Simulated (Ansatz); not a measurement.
## Eu (distorted cell): a single point, step by step

Computed with Ansatz's Python interface.

Notebook, run cell by cell (the value of a cell's last expression is shown):

In [1]:
```python
import ansatz as az
from ase.data import atomic_numbers
import matplotlib.pyplot as plt
import numpy as np
import pandas as pd
import spglib
```

In [2]:
```python
vectors = np.array([
    [-2.34766, 2.27483, 2.35653],
    [2.32659, -2.27482, 2.33544],
    [2.30632, 2.23348, -2.35651],
])
structure = (
    az.Lattice.of(vectors)
    .atom("Eu", (0.0, 0.0, 0.0))
    .moments(Eu=4.9)
)
```

In [3]:
```python
job = (
    structure.calculation()
    .functional("rpbe")
    .pseudopotentials("paw")
    .basis(380)
    .kpoints(4)
    .occupations("methfessel_paxton", width=0.2)
    .spin(az.SpinTreatment.COLLINEAR)
    .scf(tolerance=1e-05, max_iterations=60, lower_state_search="light")
    .forces()
    .density_of_states(energy_step=0.1, projected=True)
)
def show(event):
    row = event["data"]
    if event["event"] == "scf_iter" and row.get("harris_foulkes_ev") is not None:
        print(f"  iteration {row['iter']:3d}  Harris-Foulkes {row['harris_foulkes_ev']:.5f} eV  residual {row['dr2_ev']:.2e}")
```

In [4]:
```python
res = job.session().plan().execute(on_event=show)
r = res.report
```
```text
DeckWarning: basis.ecutwfc = 380 eV is below the records' recommended 420 eV, and the density's cutoff is lower with it unless basis.ecutrho_ratio is high enough to keep the records' density cutoff: compare with a run at a higher cutoff
DeckWarning: scf.convergence.dr2_threshold = 1e-5 eV is looser than this run's default, which is 1e-7 eV or tighter. The error in the forces grows as the threshold's square root, so leave the key out unless less accurate forces are enough
  iteration   1  Harris-Foulkes -8774.77269 eV  residual 4.02e+00
  iteration   2  Harris-Foulkes -8768.05189 eV  residual 1.47e+01
  iteration   3  Harris-Foulkes -8771.69727 eV  residual 1.12e+00
  iteration   4  Harris-Foulkes -8773.50465 eV  residual 6.70e+01
  iteration   5  Harris-Foulkes -8774.25138 eV  residual 1.60e+00
  iteration   6  Harris-Foulkes -8774.28469 eV  residual 4.25e-01
  iteration   7  Harris-Foulkes -8776.20913 eV  residual 5.17e-01
  iteration   8  Harris-Foulkes -8776.78213 eV  residual 8.94e-02
  iteration   9  Harris-Foulkes -8777.30304 eV  residual 6.50e-02
  iteration  10  Harris-Foulkes -8777.33326 eV  residual 4.52e-02
  iteration  11  Harris-Foulkes -8777.33144 eV  residual 7.52e-03
  iteration  12  Harris-Foulkes -8777.33599 eV  residual 2.99e-02
  iteration  13  Harris-Foulkes -8777.33486 eV  residual 9.77e-03
  iteration  14  Harris-Foulkes -8777.33455 eV  residual 5.04e-03
  iteration  15  Harris-Foulkes -8777.33438 eV  residual 1.03e-03
  iteration  16  Harris-Foulkes -8777.33433 eV  residual 2.04e-04
  iteration  17  Harris-Foulkes -8777.33431 eV  residual 7.09e-06
  iteration   1  Harris-Foulkes -8777.33431 eV  residual 7.09e-06
  iteration   2  Harris-Foulkes -8777.33432 eV  residual 7.99e-06
```

In [5]:
```python
r["published_state_doubts"]
```
Out [5]:
```text
['published_levels_not_confirmed', 'stability_check_not_made']
```

In [6]:
```python
print(f"free energy      {r['free_energy_ev']:.5f} eV")
print(f"per atom         {r['free_energy_ev'] / len(res.lattice.sites):.5f} eV")
print(f"SCF iterations   {r['n_iterations']}  (converged: {r['converged']})")
```
```text
free energy      -8777.33431 eV
per atom         -8777.33431 eV
SCF iterations   19  (converged: True)
```

In [7]:
```python
print("doubts on the final state:", r["published_state_doubts"] or "none")
print("warnings:", sorted({n["data"]["kind"] for n in res.notices if n["data"].get("severity") in ("warning", "doubt")}) or "none")
```
```text
doubts on the final state: ['published_levels_not_confirmed', 'stability_check_not_made']
warnings: ['published_levels_not_confirmed', 'stability_check_not_made']
```

In [8]:
```python
table = pd.DataFrame(r["forces_ev_ang"], columns=["fx", "fy", "fz"])
table.insert(0, "atom", [site["symbol"] for site in r["lattice"]["sites"]])
table.round(4)
```
Out [8]:
```text
  atom   fx   fy   fz
0   Eu  0.0  0.0  0.0
```

In [9]:
```python
spg_cell = (res.lattice.cell_ang, [s.position_frac for s in res.lattice.sites], [atomic_numbers[s.symbol] for s in res.lattice.sites])
found = spglib.get_symmetry_dataset(spg_cell, symprec=1e-3)
print(found.international, found.number, "point group", found.pointgroup)
for site, letter, group in zip(res.lattice.sites, found.wyckoffs, found.site_symmetry_symbols):
    print(f"  {site.symbol:2s} Wyckoff {letter}  site symmetry {group}")
```
```text
P-1 2 point group -1
  Eu Wyckoff a  site symmetry -1
```

In [10]:
```python
print("site moments (muB):", [round(m, 2) for m in r["site_moments_mub"]])
print("electrons up, down:", [round(n, 3) for n in r["spin_occupation_sums"]])
```
```text
site moments (muB): [7.15]
electrons up, down: [12.234, 4.766]
```

In [11]:
```python
dos = res.density_of_states()
energy = np.asarray(dos.energies_ev) - dos.fermi_ev
projected = res.projected_density_of_states()
fig, ax = plt.subplots(figsize=(5, 3.4))
for name in sorted({site.species for site in projected.sites}):
    curve = sum(np.sum(part.g_bin_mean_per_ev, axis=0) for site in projected.sites if site.species == name for shell in site.shells for part in shell.curves)
    ax.plot(energy, curve, label=name)
    window = (energy > -4) & (energy <= 0)
    print(f"{name}: {curve[window].sum() * (energy[1] - energy[0]):.3f} projected states in the 4 eV under E_F")
ax.set(xlim=(-8, 6), xlabel="E - E_F (eV)", ylabel="states/eV")
ax.legend()
fig.savefig("pdos.png", dpi=100)
```
```text
Eu: 8.886 projected states in the 4 eV under E_F
```

Caveats:
- These settings explore the input space; cutoff and mesh may be short of convergence.
- The cutoff lies under the one recommended for these potentials.
- Open f shells: without a Hubbard U, without spin-orbit coupling; the state reached hangs on the start and needn't be the lowest.
- For a metal this mesh is far too coarse, so the numbers only illustrate the procedure.
- Projections exist only for the shells that the potentials hold, some of them semicore, and samples at single energies can miss narrow peaks.
- The cell is a database structure, distorted on purpose.
- Gaps and levels are Kohn-Sham values on a finite set of k-points, without spin-orbit coupling.
- Warnings are shown shortened and without file and line.
- The computed bands are complete only to about 3.1 eV above the Fermi level; beyond that the density of states is undercounted.
- Run time: 12 s on 1 thread of Arm Neoverse V1, with other jobs on the host, peak memory 0.46 GiB.
